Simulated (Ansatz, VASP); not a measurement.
SiNi3 in VASP and in Ansatz

INCAR

```
PREC     = Accurate       # precision mode
ENCUT    = 520            # plane-wave cutoff, eV
EDIFF    = 1E-7           # SCF threshold, eV
ISMEAR   = -1             # smearing method
SIGMA    = 0.05           # smearing width, eV
LREAL    = F              # projectors in reciprocal space
LASPH    = T              # aspherical terms in the spheres
NELM     = 100            # most SCF steps
ALGO     = Normal         # electronic algorithm
ISIF     = 2              # what is computed and relaxed
LWAVE    = F              # write WAVECAR
LCHARG   = F              # write CHGCAR
GGA      = PS             # functional
NBANDS   = 25             # bands
```

File KPOINTS:

```
regular mesh
0
Gamma
  8 8 8
```

File POSCAR:

```
SiNi3
1.0
    3.5420000000      0.0000000000      0.0000000000
    0.0000000000      3.5420000000      0.0000000000
    0.0000000000      0.0000000000      3.5420000000
Ni Si
3 1
Direct
    0.5000000000      0.5000000000      0.0000000000
    0.5000000000      0.0000000000      0.5000000000
    0.0000000000      0.5000000000      0.5000000000
    0.0000000000      0.0000000000      0.0000000000
```

Contents of input.yaml:

```yaml
crystal:
  lattice:
    - [3.542, 0.0, 0.0]
    - [0.0, 3.542, 0.0]
    - [0.0, 0.0, 3.542]
  atoms:
    - { symbol: Ni, position: [0.5, 0.5, 0.0] }
    - { symbol: Ni, position: [0.5, 0.0, 0.5] }
    - { symbol: Ni, position: [0.0, 0.5, 0.5] }
    - { symbol: Si, position: [0.0, 0.0, 0.0] }
hamiltonian:
  xc: pbesol
  pseudopotentials: { kind: paw }
kpoints:
  mp_grid: { grid: [8, 8, 8] }
scf:
  occupations: { method: fermi_dirac, width: 0.05 }
output:
  forces: true
  stress: true
  eigenvalues: true
  write_density: true
  write_potential: true
  elf: true
  volumetric_format: npy
```

Alike in both runs: task single point; functional PBEsol; k mesh 8 × 8 × 8; occupations fermi-dirac, width 0.05 eV; no spin polarisation.

|  | VASP | Ansatz |
| --- | --- | --- |
| version | VASP 6.6.1 | Ansatz 0.2.0 |
| potentials or method | VASP PAW PBE potentials, release 64 (Ni, Si) | Ansatz PAW |
| plane-wave cutoff (eV) | 520 | 420 |
| valence electrons in the cell | 34 | 58 |

```tsv
	VASP	Ansatz	Ansatz less VASP
gap on the k mesh at the Fermi level (eV)	none	none	-
pressure (GPa)	-13.9	-14.1	-0.24
```

A gap of «none» marks a metal or a gap that the smearing closes. The two sets of potentials don't hold the same shells in valence.

Caveats: the PAW data sets were made with another functional, which shifts forces and pressure a little (VASP); the PAW data sets come from PBE, with cores solved anew for the run's functional, which leaves a small shift of forces and pressure (Ansatz). Spin polarisation is off, so any magnetic state and its effect on volume and gap are missing.
